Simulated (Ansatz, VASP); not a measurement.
CdS (Hawleyite) in VASP and in Ansatz

```
Cd S
1.0
     2.84948    2.84948    0.00000
    -2.84948    2.84948    0.00000
     0.00000    2.84948    2.92098
Cd S
1 1
Direct
  0.00000 0.00000 0.00000
  0.75000 0.25000 0.50000
```

Change from the starting cell: in-plane strain -0.01, out-of-plane length and atoms relaxed by PAW.

Alike in both runs: functional LDA; k mesh 8 × 8 × 8; no spin polarisation.

Ansatz relaxed the structure, and its values are those at the end. VASP's run is a single point on that final structure, the one shown.

|  | VASP | Ansatz |
| --- | --- | --- |
| version | VASP 6.6.1 | Ansatz 0.2.0 |
| potentials or method | VASP PAW LDA potentials, release 64 (Cd, S) | PAW with Ansatz's default frozen-core files, scalar-relativistic |
| plane-wave cutoff (eV) | 520 | 420 |
| occupations | gaussian, width 0.01 eV | fixed |
| valence electrons in the cell | 18 | 26 |

|  | VASP | Ansatz | Ansatz less VASP |
| --- | --- | --- | --- |
| pressure (GPa) | 0.9 | 0.4 | -0.57 |

The two sets of potentials don't hold the same shells in valence.
